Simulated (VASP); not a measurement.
# InP (F-43m) in VASP: further runs, part 2 of 2

VASP 6.6.1.

## (3) Single point, r2SCAN

This run uses another cell than the first one, of 26.17 Å³/atom.

File POSCAR:

```
InP
1.0
    0.0000000000      2.9690636329      2.9690636329
    2.9690636329      0.0000000000      2.9690636329
    2.9690636329      2.9690636329      0.0000000000
In P
1 1
Direct
    0.0000000000      0.0000000000      0.0000000000
    0.7500000000      0.7500000000      0.7500000000
```

File INCAR.step1:

```
ALGO     = Normal         # electronic algorithm
EDIFF    = 1E-4           # SCF threshold, eV
ENCUT    = 520            # plane-wave cutoff, eV
GGA      = PE             # functional
ISMEAR   = -1             # smearing method
LASPH    = True           # aspherical terms in the spheres
LCHARG   = False          # write CHGCAR
LREAL    = False          # projectors in reciprocal space
LWAVE    = True           # write WAVECAR
NBANDS   = 16             # bands
NELM     = 60             # most SCF steps
PREC     = Accurate       # precision mode
SIGMA    = 0.05           # smearing width, eV
```

File INCAR.step2:

```
ALGO     = Normal         # electronic algorithm
EDIFF    = 1E-6           # SCF threshold, eV
ENCUT    = 520            # plane-wave cutoff, eV
ISIF     = 2              # what is computed and relaxed
ISMEAR   = -1             # smearing method
ISTART   = 1            
LASPH    = True           # aspherical terms in the spheres
LCHARG   = False          # write CHGCAR
LMIXTAU  = True         
LREAL    = False          # projectors in reciprocal space
LWAVE    = False          # write WAVECAR
METAGGA  = R2SCAN         # meta-GGA
NBANDS   = 16             # bands
NELM     = 60             # most SCF steps
PREC     = Accurate       # precision mode
SIGMA    = 0.05           # smearing width, eV
```

File KPOINTS:

```
k-points
0
Gamma
  8 8 8
```

Potentials or basis: VASP PAW PBE potentials, release 64 (In_d, P).

Launch:

```bash
$ cat potpaw_PBE.64/In_d/POTCAR potpaw_PBE.64/P/POTCAR > POTCAR
$ cp INCAR.step1 INCAR
$ mpirun -np 1 vasp_std > vasp.out
$ cp INCAR.step2 INCAR
$ mpirun -np 1 vasp_std > vasp.out
```

OUTCAR:

```text
EDIFF = 1E-6
   ENCUT = 520
   ISIF = 2
   ISMEAR = -1
   ISTART = 1
   LASPH = True
   LREAL = False
   METAGGA = R2SCAN
   NELM = 60
   PREC = Accurate

 ion  position               nearest neighbor table
   1  0.000  0.000  0.000-   2 2.57   2 2.57   2 2.57   2 2.57
   2  0.750  0.750  0.750-   1 2.57   1 2.57   1 2.57   1 2.57

  LATTYP: Found a face centered cubic cell.
 ALAT       =     5.9381272658

  Lattice vectors:

[... 641 lines left out ...]

------------------------ aborting loop because EDIFF is reached ----------------------------------------

  FORCE on cell =-STRESS in cart. coord.  units (eV):
  Direction    XX          YY          ZZ          XY          YZ          ZX
  --------------------------------------------------------------------------------------
  -------------------------------------------------------------------------------------
  Total       -0.3725769     -0.3725769     -0.3725769      0.0000000      0.0000000      0.0000000
  in kB      -11.4034956    -11.4034956    -11.4034956      0.0000000      0.0000000      0.0000000
  external PRESSURE =     -11.4034956 kB  Pullay stress =       0.0000000 kB

 VOLUME and BASIS-vectors are now :
 -----------------------------------------------------------------------------
  energy-cutoff  :      520.00
  volume of cell :       52.35
      direct lattice vectors                 reciprocal lattice vectors
     0.000000000  2.969063633  2.969063633    -0.168403262  0.168403262  0.168403262
     2.969063633  0.000000000  2.969063633     0.168403262 -0.168403262  0.168403262
     2.969063633  2.969063633  0.000000000     0.168403262  0.168403262 -0.168403262

 POSITION                                       TOTAL-FORCE (eV/Angst)
 -----------------------------------------------------------------------------------
      0.00000      0.00000      0.00000        -0.000000     -0.000000     -0.000000
      4.45360      4.45360      4.45360         0.000000      0.000000      0.000000
 -----------------------------------------------------------------------------------
    total drift:                                0.000003      0.000003      0.000003

  FREE ENERGIE OF THE ION-ELECTRON SYSTEM (eV)
  ---------------------------------------------------
  free  energy   TOTEN  =       -32.2943748083 eV

  energy  without entropy=      -32.2943741500  energy(sigma->0) =      -32.29437448
```

It took 97 s on 1 thread of Intel Xeon 8259CL, shared host; peak memory 0.2 GiB.

Results:

```
Free energy            : -32.2944 eV
Pressure               : -1.1 GPa
Band gap on the k mesh : 0.94 eV
```

Caveat: the PAW data sets were made with another functional, which shifts forces and pressure a little; spin-orbit coupling is left out, which moves the levels of the heavy elements. r2SCAN opens gaps a little over a GGA but as a rule still falls short of measured ones.

## (4) Single point, r2SCAN

This run uses another cell than the first one, of 26.68 Å³/atom.

File POSCAR:

```
InP
1.0
    0.0000000000      2.9879753761      2.9879753761
    2.9879753761      0.0000000000      2.9879753761
    2.9879753761      2.9879753761      0.0000000000
In P
1 1
Direct
    0.0000000000      0.0000000000      0.0000000000
    0.7500000000      0.7500000000      0.7500000000
```

File INCAR.step1:

```
SYSTEM = InP
PREC = Accurate
ENCUT = 520
ISMEAR = -1
SIGMA = 0.05
LREAL = .False.
LASPH = .True.
NELM = 60
NBANDS = 16
GGA = PE
ALGO = Normal
EDIFF = 1E-4
LWAVE = .True.
LCHARG = .False.
```

File INCAR.step2:

```
SYSTEM = InP
PREC = Accurate
ENCUT = 520
EDIFF = 1E-7
ISMEAR = -1
SIGMA = 0.05
LREAL = .False.
LASPH = .True.
NELM = 60
ALGO = Normal
ISIF = 2
LWAVE = .False.
LCHARG = .False.
METAGGA = R2SCAN
LMIXTAU = .True.
NBANDS = 16
ISTART = 1
```

File KPOINTS:

```
regular mesh
0
Gamma
  8 8 8
  0 0 0
```

Potentials or basis: VASP PAW PBE potentials, release 64 (In_d, P).

Launch:

```bash
$ cat potpaw_PBE.64/In_d/POTCAR potpaw_PBE.64/P/POTCAR > POTCAR
$ cp INCAR.step1 INCAR
$ mpirun -np 1 vasp_std > vasp.out
$ cp INCAR.step2 INCAR
$ mpirun -np 1 vasp_std > vasp.out
```

OUTCAR:

```text
SYSTEM = InP
   PREC = Accurate
   ENCUT = 520
   EDIFF = 1E-7
   ISMEAR = -1
   LREAL = .False.
   LASPH = .True.
   NELM = 60
   ISIF = 2
   METAGGA = R2SCAN
   ISTART = 1

 ion  position               nearest neighbor table
   1  0.000  0.000  0.000-   2 2.59   2 2.59   2 2.59   2 2.59
   2  0.750  0.750  0.750-   1 2.59   1 2.59   1 2.59   1 2.59

  LATTYP: Found a face centered cubic cell.
 ALAT       =     5.9759507522

  Lattice vectors:

[... 641 lines left out ...]

------------------------ aborting loop because EDIFF is reached ----------------------------------------

  FORCE on cell =-STRESS in cart. coord.  units (eV):
  Direction    XX          YY          ZZ          XY          YZ          ZX
  --------------------------------------------------------------------------------------
  -------------------------------------------------------------------------------------
  Total       -0.7673124     -0.7673124     -0.7673124      0.0000000     -0.0000000     -0.0000000
  in kB      -23.0420840    -23.0420840    -23.0420840      0.0000000     -0.0000000     -0.0000000
  external PRESSURE =     -23.0420840 kB  Pullay stress =       0.0000000 kB

 VOLUME and BASIS-vectors are now :
 -----------------------------------------------------------------------------
  energy-cutoff  :      520.00
  volume of cell :       53.35
      direct lattice vectors                 reciprocal lattice vectors
     0.000000000  2.987975376  2.987975376    -0.167337390  0.167337390  0.167337390
     2.987975376  0.000000000  2.987975376     0.167337390 -0.167337390  0.167337390
     2.987975376  2.987975376  0.000000000     0.167337390  0.167337390 -0.167337390

 POSITION                                       TOTAL-FORCE (eV/Angst)
 -----------------------------------------------------------------------------------
      0.00000      0.00000      0.00000        -0.000000     -0.000000     -0.000000
      4.48196      4.48196      4.48196         0.000000      0.000000      0.000000
 -----------------------------------------------------------------------------------
    total drift:                                0.000003      0.000003      0.000003

  FREE ENERGIE OF THE ION-ELECTRON SYSTEM (eV)
  ---------------------------------------------------
  free  energy   TOTEN  =       -32.2838060650 eV

  energy  without entropy=      -32.2838042363  energy(sigma->0) =      -32.28380515
```

Wall time 1.8 min (1 thread of Intel Xeon 8259CL, shared host); peak memory 0.19 GiB.

Results:

| Item | Value |
| --- | --- |
| Free energy | -32.2838 eV |
| Pressure | -2.3 GPa |
| Band gap on the k mesh | 0.83 eV |

Levels at points of the mesh, in eV from the valence-band top:
| k point | band 6 | band 7 | band 8 | band 9 | band 10 | band 11 | band 12 | band 13 |
| --- | --- | --- | --- | --- | --- | --- | --- | --- |
| (0.00, 0.00, 0.00) | -11.61 | 0.00 | 0.00 | 0.00 | 0.83 | 4.43 | 4.43 | 4.43 |
| (0.50, 0.00, 0.00) | -9.99 | -5.57 | -0.92 | -0.92 | 1.71 | 5.15 | 5.15 | 7.41 |
| (0.50, 0.50, 0.00) | -9.38 | -5.62 | -2.22 | -2.22 | 2.10 | 2.54 | 9.49 | 9.90 |

Caveat: the PAW data sets were made with another functional, which shifts forces and pressure a little; spin-orbit coupling is left out, which moves the levels of the heavy elements.

## (5) Single point, PBEsol

This run uses another cell than the first one, of 25.39 Å³/atom.

File INCAR:

```
SYSTEM = InP
ALGO = Normal
EDIFF = 1E-6
ENCUT = 520
GGA = PS
ISIF = 2
ISMEAR = -1
LASPH = .TRUE.
LCHARG = .FALSE.
LREAL = .FALSE.
LWAVE = .FALSE.
NBANDS = 16
NELM = 60
PREC = Accurate
SIGMA = 0.05
```

File KPOINTS:

```
k-points
0
G
  8 8 8
  0 0 0
```

File POSCAR:

```
InP
1.0
    0.0000000000      2.9390972113      2.9390972113
    2.9390972113      0.0000000000      2.9390972113
    2.9390972113      2.9390972113      0.0000000000
In P
1 1
Direct
    0.0000000000      0.0000000000      0.0000000000
    0.7500000000      0.7500000000      0.7500000000
```

Launch:

```bash
$ cat potpaw_PBE.64/In_d/POTCAR potpaw_PBE.64/P/POTCAR > POTCAR
$ mpirun -np 1 vasp_std > vasp.out
```

Wall time 16 s (1 thread of Intel Xeon Platinum 8259CL at 2.50GHz (Skylake/Cascade Lake), shared host); peak memory 0.18 GiB.

Results (log left out):

| Property | Result |
| --- | --- |
| Free energy | -9.1548 eV |
| Pressure | 0.0 GPa |
| Band gap on the k mesh | 0.57 eV |

Levels at points of the mesh, in eV from the valence-band top:
```csv
k point,band 5,band 6,band 7,band 8,band 9,band 10,band 11,band 12,band 13,band 14
"(0.00, 0.00, 0.00)",-13.98,-11.49,0.00,0.00,0.00,0.57,4.02,4.02,4.02,8.31
"(0.50, 0.00, 0.00)",-13.97,-9.77,-5.75,-0.97,-0.97,1.38,4.73,4.73,6.93,9.27
"(0.50, 0.50, 0.00)",-13.95,-9.11,-5.78,-2.32,-2.32,1.65,2.17,9.04,9.47,9.47
```

Caveat: the PAW data sets were made with another functional, which shifts forces and pressure a little; spin-orbit coupling is left out, which moves the levels of the heavy elements.

## (6) Overview

| level | cell | gap on the mesh (eV) | pressure (GPa) |
| --- | --- | --- | --- |
| r2SCAN | a = 4.172 Å, angles 60.0°, 2 atoms | 1.05 | 0.1 |
| r2SCAN | a = 4.199 Å, angles 60.0°, 2 atoms | 0.94 | -1.1 |
| r2SCAN | a = 4.226 Å, angles 60.0°, 2 atoms | 0.83 | -2.3 |
| PBEsol | a = 4.157 Å, angles 60.0°, 2 atoms | 0.57 | 0.0 |

Alike in all rows: task single point; potentials or basis VASP PAW PBE potentials, release 64 (In_d, P); no spin polarisation; k mesh 8 × 8 × 8; cutoff (eV) 520; smearing fermi-dirac 0.05 eV.

Caveats: the PAW data sets were made with another functional, which shifts forces and pressure a little; spin-orbit coupling is left out, which moves the levels of the heavy elements.

Absolute energies hang on the potentials; compare differences alone.

## (7) How close it comes

Step 2. Measured gap of InP: 1.4236 eV (direct; 1.6 K; a printed reference work, data compilation). This calculation gives 1.05 eV (-0.37 eV). Spin-orbit coupling on In is left out. The value is that of r2SCAN, without temperature or zero-point motion.

Step 5. Measured gap of InP: 1.4236 eV (direct; 1.6 K; a printed reference work, data compilation). This calculation gives 0.57 eV (-0.86 eV). Spin-orbit coupling on In is left out. The value is that of PBEsol, without temperature or zero-point motion. Semilocal functionals fall short of measured gaps as a rule.
